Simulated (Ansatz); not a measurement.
# Se (P3_121) in Ansatz: convergence with wavefunction cutoff

Aim: find how far wavefunction cutoff must go before the results for Se settle, at r2SCAN. This setting moves, with any that are tied to it; all else stays.

Everything below comes from runs of Ansatz 0.2.0. Logs are shortened: lines on timing, memory, paths and dates and some standing lists are left out, and cuts for length are marked.

## 1. Starting point

It takes space group P3_121 (No. 152, trigonal). The conventional cell has a = 4.366 Å, b = 4.366 Å, c = 4.954 Å, α = 90.00°, β = 90.00°, γ = 120.00°. Se (site symmetry 2) is surrounded by 2 Se at 2.37 Å.

## 2. With wavefunction cutoff 200 eV

The input, input.yaml:

```yaml
crystal:
  lattice:
    - [4.3662, 0.0, 0.0]
    - [-2.1831, 3.781240118, 0.0]
    - [0.0, 0.0, 4.9536]
  atoms:
    - { symbol: Se, position: [0.7746, 0.7746, 0.0] }
    - { symbol: Se, position: [0.0, 0.2254, 0.6666666667] }
    - { symbol: Se, position: [0.2254, 0.0, 0.3333333333] }
hamiltonian:
  xc: r2scan
  pseudopotentials: { kind: paw_fr }
magnetization:
  noncollinear: true
  spin_orbit: true
kpoints:
  mp_grid: { grid: [6, 6, 5] }
scf:
  occupations: { method: methfessel_paxton, width: 0.1 }
output:
  forces: true
  stress: true
  eigenvalues: true
basis:
  ecutwfc: "200 eV"
```

Potentials or basis: Ansatz PAW.

Command:

```console
ansatz run input.yaml --threads 2 --pin off --max-ram 5632MiB --backend cpu --events-out ev --progress --plain --runs-dir out
```

Output:

```text
Warning: basis.ecutwfc = 200 eV is below the records' recommended 500 eV, and the density's cutoff is lower with it unless basis.ecutrho_ratio is high enough to keep the records' density cutoff: compare with a run at a higher cutoff
Warning: RAYON_NUM_THREADS=2 ignored (pool sized by the plan → 2); use --threads N
Engine: ansatz 0.2.0, x86_64-unknown-linux-gnu
Pseudopotentials: kind: paw_fr
Pseudopotential: Se, paw_fr, valence charge 16, recommended cutoff 500 eV (meta_gga), Se.paw.azcp#standard-fr
Functional definition: r2SCAN
  parameter k0 = 0.174
  parameter k1 = 0.065
  parameter a1 = 4.9479
  exchange = r2scan_x(k0 = k0, k1 = k1, a1 = a1)
  correlation = r2scan_c
non-collinear run that drives no moment, with spin-orbit: no starting moment large enough to seed its density (crystal.atoms[].spin), no starting occupations that ask for one, no magnetisation constraint and no magnetic field, so the semilocal B_xc is pinned to zero
Crystal: 3 atoms, lattice volume = 81.782 Å³
Basis set: ecut = 200 eV, 539 PW (Γ), exchange–correlation on 96×96×96 points (64 copies of the dense FFT grid, shifted against one another)
Bands: 58, of which v1, the nominal top of the filled ones, is band 48 counted from 1 (47 counted from 0)
Symmetry: 6 space group operations + 6 with time reversal
Magnetic group: BNS 152.34 (UNI 1264), of the structure as read, at distance tolerance 4.3e-5 Å
k-points: 27 of 180 (time reversal used)
Projection manifold: j_resolved (fully-relativistic pseudo-atomic orbitals)
Non-local potential: Se, projectors of the file, l = 0: 2, l = 1: 4, l = 2: 6, l = 3: 2
PAW form: soft (Blöchl's): semilocal exchange-correlation on the pseudo side does not see the compensation charge
PAW frozen core: Se, regenerated for the run's functional (the file was generated under x = pbe(κ = 0.804, μ = 0.2195149727645171), c = pbe(β = 0.06672455060314922))
PAW one-centre angular grid: Se, 590 points (default); XC on 265 of its mesh's 2701 points in the sphere
Initial density: superposition of atomic densities (chi_scale 0.1, normalization cell)
Initial wavefunctions: pseudopotential atomic-orbital guess
Functional: x = r2scan, c = r2scan; τ floored in thin density (d = 2e-4 eV/Å³)
iter 1 solved again at ethr=1.01e-3 eV; its pass at ethr=3.10e-3 eV (dr2=4.86e-1 eV) is discarded
SCF iter   1: F=—  HF=-16416.636042 eV  |F-HF|=—  |Δ(HF+E_count)|=         —  Δρ=3.06e-2  dr2=4.76e-1  dr2_τ=3.82e-3  dr2_m=0.00e0 (ungated)  ethr=1.01e-3  |M|=0.00e0 ∫|m|=0.00e0 μB  |m|>n=0.0e0 m-floor=0.0e0 τ_xc=0.0e0  β_m=0.30  ⟨swp⟩=1.0  Hψ=8815  notcnv=0
preconditioner: auto → Resta (q_TF=auto, 2.496 Å⁻¹)  ε∞=3.4  [insulator: Δε(μ)=1.520 eV  Ē_g=11.137 eV  σ=0.100 eV  W_gap=1.00  n_scr=20 (ndim 8)  ℏωp=17.4 eV  f_vac=0.086  D(μ)=-0.00/eV (n_scr^D=0)  ε∞_Penn≈3.4]
[... 15 lines left out ...]
  site 2: m = (+0.0000, +0.0000, +0.0000) μB, |m| = 0.0000 μB  (R = 0.98 Å)
Free energy (F): -16414.986696 eV
Harris-Foulkes:  -16414.986696 eV  (|F-HF|=2.29e-8)
Internal energy: -16414.986696 eV  (E = F + TS)
E sigma→0 (E₀):  -16414.986696 eV
Fermi energy:    7.130048 eV
Step filling:    the computed levels leave a gap of 1.5074 eV = 15.1 smearing widths at the electron count; against every level under it full and every level over it empty, smearing changes F+E_penalty+E_count by +1.10e-25 meV and its σ→0 estimate by -3.05e-24 meV
--- Per-component energies (eV) ---
  E_band       = -1374.965093
  E_kinetic    = 365.150687
  E_local      = -7758.486536  (includes V_loc(G=0)·N_el)
  E_nonlocal   = -1675.065346
  E_hartree    = 3807.521993
  E_xc         = -295.954287
  E_vxc        = -319.692273  (∫ρ·V_xc dr)
  E_paw        = -5871.281436  (= ΣΔE_a)
  E_vpaw       = 381.690793  (= ΣTr[D̂ρ^β])
  E_aug_tail   = -0.053882  (compensation charges beyond the density's cutoff)
  E_vtau       = 16.440540  (kinetic-family band-sum trace: ∫τ·v_τ [+ j·A + Jᵃ·Aᵃ] dr)
  E_ewald      = -4981.574654
  E_core_change = -5.243235  (= ΣΔE_core)
  E_smearing   = 0.000000  (= −TS)
  E_closure    = -0.000000  (closes the sum)
  Σ components = -16414.986696   (vs F -16414.986696, Δ=0.00e0)
--- Forces (eV/Å), atoms counted from 1 ---
  atom   1  Se     0.06325266     0.10955682     0.00000000
  atom   2  Se     0.06325266    -0.10955682    -0.00000000
  atom   3  Se    -0.12650532     0.00000000     0.00000000
  max |Σ_I F_I| component: 2.78e-17 eV/Å
--- Stress (GPa, compression-positive) ---
        1.446210       0.000000      -0.000000
        0.000000       1.446210      -0.000000
       -0.000000       0.000000       1.039628
  P = ⅓ Tr σ = 1.3107 GPa (13.107 kbar)
--- Band table (eV; the first three rows and the last of 27) ---
  k-point 0: bands = ["-46.4752", "-46.4752", "-46.4609", "-46.4609", "-46.4571", "-46.4571", "-46.2419", "-46.2419", "-46.2382", "-46.2382", "-46.1926", "-46.1926", "-45.5737", "-45.5737", "-45.5665", "-45.5665", "-45.5625", "-45.5625", "-45.3824", "-45.3824", "-45.3705", "-45.3705", "-45.3687", "-45.3687", "-45.2879", "-45.2879", "-45.2628", "-45.2628", "-45.2070", "-45.2070", "-10.0888", "-10.0888", "-5.8004", "-5.8004", "-5.7995", "-5.7995", "2.3981", "2.3981", "2.4403", "2.4403", "2.6482", "2.6482", "4.3094", "4.3094", "4.3352", "4.3352", "5.9525", "5.9525", "8.4687", "8.4687", "8.5941", "8.5941", "8.8937", "8.8937", "13.2952", "13.2952", "13.7522", "13.7522"]
  k-point 1: bands = ["-46.4225", "-46.4155", "-46.4098", "-46.3989", "-46.3874", "-46.3861", "-46.1862", "-46.1796", "-46.1711", "-46.1643", "-46.1283", "-46.1233", "-45.5176", "-45.5127", "-45.5066", "-45.5065", "-45.4979", "-45.4854", "-45.3287", "-45.3170", "-45.3020", "-45.2991", "-45.2981", "-45.2941", "-45.2188", "-45.2099", "-45.1990", "-45.1866", "-45.1512", "-45.1478", "-9.8898", "-9.8881", "-7.1668", "-7.1630", "-4.4833", "-4.4794", "1.8976", "1.9920", "2.6463", "2.6907", "2.7247", "2.8063", "4.3512", "4.4292", "4.6211", "4.7042", "5.6747", "5.6865", "8.2031", "8.2242", "8.2613", "8.3702", "8.5605", "8.5796", "14.1413", "14.1539", "14.1742", "14.1881"]
  k-point 2: bands = ["-46.3586", "-46.3449", "-46.3393", "-46.3240", "-46.3187", "-46.3158", "-46.1296", "-46.1132", "-46.0985", "-46.0954", "-46.0643", "-46.0640", "-45.4584", "-45.4463", "-45.4308", "-45.4259", "-45.4257", "-45.4139", "-45.2654", "-45.2529", "-45.2435", "-45.2381", "-45.2239", "-45.2127", "-45.1688", "-45.1601", "-45.1275", "-45.1156", "-45.0750", "-45.0718", "-9.3066", "-9.3035", "-8.3745", "-8.3704", "-3.5799", "-3.5758", "1.4351", "1.4761", "2.8606", "2.8655", "2.9048", "2.9275", "4.6196", "4.7241", "5.0903", "5.1229", "5.1462", "5.1660", "7.8805", "7.9026", "7.9304", "8.0536", "8.0563", "8.1397", "13.8257", "13.8312", "14.4493", "14.4619"]
  k-point 26: bands = ["-46.4512", "-46.4493", "-46.4417", "-46.4326", "-46.4254", "-46.4166", "-46.2322", "-46.2303", "-46.2082", "-46.2058", "-46.2010", "-46.1969", "-45.5521", "-45.5510", "-45.5475", "-45.5357", "-45.5259", "-45.5231", "-45.3621", "-45.3591", "-45.3545", "-45.3458", "-45.3456", "-45.3441", "-45.2787", "-45.2782", "-45.2381", "-45.2325", "-45.2299", "-45.2270", "-8.8422", "-8.8371", "-8.0413", "-8.0352", "-4.7033", "-4.6982", "0.5869", "0.6227", "1.0695", "1.1355", "1.7138", "1.7948", "4.9760", "5.0390", "5.7518", "5.9163", "6.1460", "6.3732", "7.9682", "8.0332", "9.3777", "9.5003", "9.5287", "9.6059", "13.8081", "13.8096", "15.1743", "15.1853"]
```

Wall time 23 s (2 threads of Intel Xeon at 2.50GHz (Skylake/Cascade Lake), shared host); peak memory 0.52 GiB.

Results:

* Free energy: -16414.9867 eV
* Pressure: 1.3 GPa
* Largest force: 0.127 eV/Å
* Band gap on the k mesh: 1.51 eV, indirect (least direct gap 1.60 eV)

## 3. With wavefunction cutoff 250 eV

Edit input.yaml of step 2 so:

```diff
@@ -24,2 +24,2 @@
 basis:
-  ecutwfc: "200 eV"
+  ecutwfc: "250 eV"
```

Potentials or basis: Ansatz PAW.

Command:

```console
ansatz run input.yaml --threads 2 --pin off --max-ram 5632MiB --backend cpu --events-out ev --progress --plain --runs-dir out
```

Run time: 26 s. Hardware: 2 threads of Intel Xeon at 2.50GHz (Skylake/Cascade Lake), shared host; peak memory 0.55 GiB.

Results:

```
Free energy            : -16423.1348 eV
Pressure               : 1.5 GPa
Largest force          : 0.144 eV/Å
Band gap on the k mesh : 1.46 eV, indirect (least direct gap 1.61 eV)
```

## 4. With wavefunction cutoff 300 eV

Edit input.yaml of step 3 so:

```diff
@@ -24,2 +24,2 @@
 basis:
-  ecutwfc: "250 eV"
+  ecutwfc: "300 eV"
```

Command:

```console
ansatz run input.yaml --threads 2 --pin off --max-ram 5632MiB --backend cpu --events-out ev --progress --plain --runs-dir out
```

It took 36 s on 2 threads of Intel Xeon at 2.50GHz (Skylake/Cascade Lake), shared host; peak memory 0.6 GiB.

What came out:

- Free energy: -16424.4042 eV
- Pressure: 1.4 GPa
- Largest force: 0.076 eV/Å
- Band gap on the k mesh: 1.46 eV, indirect (least direct gap 1.62 eV)

## 5. With wavefunction cutoff 350 eV

Edit input.yaml of step 4 so:

```diff
@@ -24,2 +24,2 @@
 basis:
-  ecutwfc: "300 eV"
+  ecutwfc: "350 eV"
```

Command:

```console
ansatz run input.yaml --threads 2 --pin off --max-ram 5632MiB --backend cpu --events-out ev --progress --plain --runs-dir out
```

Run time: 40 s. Hardware: 2 threads of Intel Xeon at 2.50GHz (Skylake/Cascade Lake), shared host; peak memory 0.67 GiB.

Results:

| Property | Result |
| --- | --- |
| Free energy | -16424.5084 eV |
| Pressure | 1.4 GPa |
| Largest force | 0.066 eV/Å |
| Band gap on the k mesh | 1.46 eV, indirect (least direct gap 1.63 eV) |

## 6. With wavefunction cutoff 400 eV

Edit input.yaml of step 5 so:

```diff
@@ -24,2 +24,2 @@
 basis:
-  ecutwfc: "350 eV"
+  ecutwfc: "400 eV"
```

Potentials or basis: Ansatz PAW.

Command:

```console
ansatz run input.yaml --threads 2 --pin off --max-ram 5632MiB --backend cpu --events-out ev --progress --plain --runs-dir out
```

Wall time 48 s (2 threads of Intel Xeon at 2.50GHz (Skylake/Cascade Lake), shared host); peak memory 0.74 GiB.

Results (log left out):

| Item | Value |
| --- | --- |
| Free energy | -16424.5128 eV |
| Pressure | 1.4 GPa |
| Largest force | 0.064 eV/Å |
| Band gap on the k mesh | 1.46 eV, indirect (least direct gap 1.63 eV) |

## 7. With wavefunction cutoff 450 eV

Edit input.yaml of step 6 so:

```diff
@@ -24,2 +24,2 @@
 basis:
-  ecutwfc: "400 eV"
+  ecutwfc: "450 eV"
```

Command:

```console
ansatz run input.yaml --threads 2 --pin off --max-ram 5632MiB --backend cpu --events-out ev --progress --plain --runs-dir out
```

Run time: 50 s. Hardware: 2 threads of Intel Xeon at 2.50GHz (Skylake/Cascade Lake), shared host; peak memory 0.81 GiB.

Results (log left out):

```yaml
Free_energy: -16424.5141 eV
Pressure: 1.4 GPa
Largest_force: 0.064 eV/Å
Band_gap_on_the_k_mesh: 1.46 eV, indirect (least direct gap 1.63 eV)
```

## 8. With wavefunction cutoff 500 eV

Edit input.yaml of step 7 so:

```diff
@@ -24,2 +24,2 @@
 basis:
-  ecutwfc: "450 eV"
+  ecutwfc: "500 eV"
```

Command:

```console
ansatz run input.yaml --threads 2 --pin off --max-ram 5632MiB --backend cpu --events-out ev --progress --plain --runs-dir out
```

It took 55 s on 2 threads of Intel Xeon at 2.50GHz (Skylake/Cascade Lake), shared host; peak memory 0.89 GiB.

The run converged. Its results:

```
Free energy            : -16424.5147 eV
Pressure               : 1.4 GPa
Largest force          : 0.064 eV/Å
Band gap on the k mesh : 1.46 eV, indirect (least direct gap 1.63 eV)
```

## 9. With wavefunction cutoff 600 eV

Edit input.yaml of step 8 so:

```diff
@@ -24,2 +24,2 @@
 basis:
-  ecutwfc: "500 eV"
+  ecutwfc: "600 eV"
```

Potentials or basis: Ansatz PAW.

Command:

```console
ansatz run input.yaml --threads 2 --pin off --max-ram 5632MiB --backend cpu --events-out ev --progress --plain --runs-dir out
```

It took 64 s on 2 threads of Intel Xeon at 2.50GHz (Skylake/Cascade Lake), shared host; peak memory 1 GiB.

Results (log left out):

```
Free energy            : -16424.5153 eV
Pressure               : 1.4 GPa
Largest force          : 0.064 eV/Å
Band gap on the k mesh : 1.46 eV, indirect (least direct gap 1.63 eV)
```

## 10. With wavefunction cutoff 800 eV

Edit input.yaml of step 9 so:

```diff
@@ -24,2 +24,2 @@
 basis:
-  ecutwfc: "600 eV"
+  ecutwfc: "800 eV"
```

Command:

```console
ansatz run input.yaml --threads 2 --pin off --max-ram 5632MiB --backend cpu --events-out ev --progress --plain --runs-dir out
```

It took 95 s on 2 threads of Intel Xeon at 2.50GHz (Skylake/Cascade Lake), shared host; peak memory 1.5 GiB.

The run converged. Its results:

| Item | Value |
| --- | --- |
| Free energy | -16424.5160 eV |
| Pressure | 1.4 GPa |
| Largest force | 0.064 eV/Å |
| Band gap on the k mesh | 1.46 eV, indirect (least direct gap 1.63 eV) |

## 11. The series at a glance

| wavefunction cutoff | energy less the tightest run, at zero smearing (meV/atom) | pressure (GPa) | largest force (eV/Å) | gap on the mesh (eV) | SCF cycles | CPU time (s) | peak memory (GiB) |
| --- | --- | --- | --- | --- | --- | --- | --- |
| 200 eV | 3176.44 | 1.31 | 0.127 | 1.507 | 7 | 31 | 0.52 |
| 250 eV | 460.40 | 1.51 | 0.144 | 1.464 | 7 | 39 | 0.55 |
| 300 eV | 37.28 | 1.43 | 0.076 | 1.460 | 7 | 56 | 0.6 |
| 350 eV | 2.54 | 1.41 | 0.066 | 1.459 | 7 | 59 | 0.67 |
| 400 eV | 1.05 | 1.41 | 0.064 | 1.459 | 7 | 77 | 0.74 |
| 450 eV | 0.65 | 1.41 | 0.064 | 1.460 | 7 | 81 | 0.81 |
| 500 eV | 0.42 | 1.41 | 0.064 | 1.460 | 7 | 93 | 0.89 |
| 600 eV | 0.23 | 1.41 | 0.064 | 1.460 | 7 | 110 | 1 |
| 800 eV | 0.00 | 1.41 | 0.064 | 1.460 | 7 | 170 | 1.5 |

Against the tightest run, the energy stays within 1 meV/atom from 450 eV on; the pressure stays within 0.1 GPa from 300 eV on; the largest force stays within 0.005 eV/Å from 350 eV on; the gap on the mesh stays within 0.01 eV from 250 eV on. The tightest run that finished is the yardstick and may itself not be fully converged.

Caveats: odd divisions of the mesh miss points on the zone boundary, where band edges often lie, so the gap on the mesh can be too wide; the PAW data sets come from PBE, with cores solved anew for the run's functional, which leaves a small shift of forces and pressure.
